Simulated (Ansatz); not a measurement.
Crystal: Fe.

```
Fe
1.0
    -1.44300    1.44300    1.44300
     1.44300   -1.44300    1.44300
     1.44300    1.44300   -1.44300
Fe
1
Cartesian
  0.0000 0.0000 0.0000
```

| Quantity | Value |
| --- | --- |
| Program | Ansatz 0.2.0 |
| Task | relaxation of cell and atoms |
| Functional | PBE |
| Potentials or basis | all-electron LAPW, scalar-relativistic |
| Basis error allowed | 0.001 eV/atom |
| k mesh | 13 × 13 × 13 |
| Occupations | fermi-dirac, width 0.05 eV |
| Spin | collinear spin, ferromagnetic start |
| Starting moments | [3.0] μB |

At the start: volume 12.02 Å³/atom.

Where does the relaxation end?

Over 5 steps the energy falls by 24.6 meV/atom and the volume is 11.30 Å³/atom (-6.0 %); space group Im-3m (No. 229, to 0.05 Å); moment 2.11 μB per cell.

The path:
```
step  energy change (eV)  largest force (eV/Å)  volume (Å³)
   1              0.0000                0.0000        12.02
   2             -0.0202                0.0000        11.59
   3             -0.0242                0.0000        11.22
   4             -0.0246                0.0000        11.30
   5             -0.0246                0.0000        11.30
```

Final structure:
```
CELL_PARAMETERS angstrom
-1.41346 1.41346 1.41346
1.41346 -1.41346 1.41346
1.41346 1.41346 -1.41346
ATOMIC_POSITIONS crystal
Fe 0.00000 0.00000 0.00000
```
